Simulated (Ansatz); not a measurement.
Starting cell, Li2O (anti-fluorite):

```xyz
6
Lattice="0.0000 4.5727 4.5727 2.2864 0.0000 2.2864 2.2864 2.2864 0.0000" Properties=species:S:1:pos:R:3 pbc="T T T"
O      0.0000     0.0000     0.0000
O      2.2864     4.5727     2.2864
Li     1.1432     1.1432     1.1432
Li     1.1432     3.4296     3.4296
Li     3.4296     3.4296     3.4296
Li     3.4296     5.7159     5.7159
```

A phonon eigenvector at L = (0.5, 0.0, 0.0) is frozen into this cell: atom i moves by Q times the vector below, so Q is the largest atomic displacement, in Å. The cell is held. It is one choice among 2 degenerate patterns. (q is in reciprocal vectors of the primitive cell; the cell shown is doubled to hold the pattern.)

```json
[
 {"atom": "Li3", "x": "-0.285", "y": "0.520", "z": "-0.805"},
 {"atom": "Li4", "x": "0.285", "y": "-0.520", "z": "0.805"},
 {"atom": "Li5", "x": "-0.285", "y": "0.520", "z": "-0.805"},
 {"atom": "Li6", "x": "0.285", "y": "-0.520", "z": "0.805"}
]
```

Atoms not listed stay in place.

These are r2SCAN (plane waves to 500 eV, PAW, scalar-relativistic; Ansatz, a program for electronic structure) values and carry that method's errors. k mesh 6×12×12 (Γ-centred), Fermi-Dirac smearing 0.05 eV. The energy includes the smearing's −TS. Li2O was relaxed with its symmetry unable to fall. ΔE is measured from the undisplaced structure.

```
Q (Å)   ΔE (meV/cell)
------  -------------
-0.180            364
-0.150            252
-0.120            161
-0.090             90
-0.060       withheld
-0.030             10
0.000               0
0.030              10
0.060        withheld
0.090              90
0.120             161
0.150             252
0.180             364
```

### Question
Fit an even polynomial form (powers 2, 4) to the given rows and predict ΔE at Q = 0.060.

### Answer
Least squares on the 11 given rows: ΔE = (11110)·Q² + (3747)·Q⁴, in meV/cell with Q in Å; root-mean-square residual 0.2 meV/cell. At 0.060 the fit gives 40 meV/cell; the calculation gives 40 meV/cell, the same to the digits shown. The quadratic term alone would give 40 meV/cell.

(For displaced atoms, the force is minus the slope of the energy, and its curvature is a force constant, which sets phonon frequencies.)
